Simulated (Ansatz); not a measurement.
Input and command of a plane-wave DFT calculation in Ansatz:

```yaml
crystal:
  lattice:
    - [3.8063852942, 0.0, 0.0]
    - [-1.9031926471, 3.2964263614, 0.0]
    - [0.0, 0.0, 5.1046033833]
  atoms:
    - { symbol: Al, position: [0.0, 0.0, 0.0] }
    - { symbol: Al, position: [0.3333333333, 0.6666666667, 0.6484376367] }
    - { symbol: Al, position: [0.6666666667, 0.3333333333, 0.3515623633] }
    - { symbol: Ni, position: [0.3333333333, 0.6666666667, 0.1462123372] }
    - { symbol: Ni, position: [0.6666666667, 0.3333333333, 0.8537876628] }
basis:
  ecutwfc: 500
kpoints:
  mp_grid: { grid: [12, 12, 10] }
hamiltonian:
  xc: r2scan
scf:
  occupations: { method: gaussian, width: 0.15 }
output:
  forces: true
  stress: true
  eigenvalues: true
```

```bash
ansatz run input.yaml --threads 2 --pin off --max-ram 5120MiB --backend cpu --events-out ev --progress --plain --runs-dir out
```

Processor: AMD EPYC (Zen 3), 2 threads, on a host shared with other jobs.

Task: Estimate time, memory and problem size.

Result: About 40 s on 2 threads of AMD EPYC (Zen 3), with other jobs on the host, peak memory 0.72 GiB. It solves 28 bands at 162 k points (the mesh reduced by symmetry) with about 1621 plane waves, in 9 SCF iterations.
